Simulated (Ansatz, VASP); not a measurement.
Given: the input of a run of Ansatz 0.2.0 on CdSe.

input.yaml

```yaml
crystal:
  lattice:
    - [3.55686, 0.0, 0.0]
    - [0.0, 3.55686, 0.0]
    - [0.0, 0.0, 3.55686]
  atoms:
    - { symbol: Cd, position: [0.5, 0.5, 0.5] }
    - { symbol: Se, position: [0.0, 0.0, 0.0] }
hamiltonian:
  xc: pbe
  pseudopotentials: { kind: paw }
kpoints:
  mp_grid: { grid: [8, 8, 8] }
scf:
  occupations: { method: fermi_dirac, width: 0.05 }
output:
  forces: true
  stress: true
  eigenvalues: true
```

Potentials or basis: Ansatz PAW.

Run with:

```bash
$ ansatz run input.yaml --threads 1 --pin off --max-ram 3584MiB --backend cpu --events-out ev --progress --plain --runs-dir out
```

**Question.** Translate it to VASP 6.6.1. Potentials there: VASP PAW PBE potentials, release 64 (Cd, Se).

**Answer.** As run (the cutoff follows the program's own potentials):

INCAR

```
  PREC = Accurate
  ENCUT = 520
  EDIFF = 1E-7
  ISMEAR = -1
  SIGMA = 0.05
  LREAL = F
  LASPH = T
  NELM = 60
  ALGO = Normal
  ISIF = 2
  LWAVE = F
  LCHARG = F
  GGA = PE
  NBANDS = 16
```

The input KPOINTS:

```
Automatic mesh
0
Gamma
  8 8 8
```

The input POSCAR:

```
CdSe
1.0
    3.5568600000      0.0000000000      0.0000000000
    0.0000000000      3.5568600000      0.0000000000
    0.0000000000      0.0000000000      3.5568600000
Cd Se
1 1
Direct
    0.5000000000      0.5000000000      0.5000000000
    0.0000000000      0.0000000000      0.0000000000
```

Potentials or basis: VASP PAW PBE potentials, release 64 (Cd, Se).

Run with:

```bash
$ cat potpaw_PBE.64/Cd/POTCAR potpaw_PBE.64/Se/POTCAR > POTCAR
$ mpirun -np 1 vasp_std > vasp.out
```

Both were run:

|  | VASP | Ansatz | Ansatz less VASP |
| --- | --- | --- | --- |
| gap on the k mesh at the Fermi level (eV) | none | none | - |
| pressure (GPa) | 0.3 | 0.0 | -0.27 |

A gap of «none» marks a metal or a gap that the smearing closes. The functional is the same, so the differences come from potentials, cutoffs and numerics. The two sets of potentials don't hold the same shells in valence.
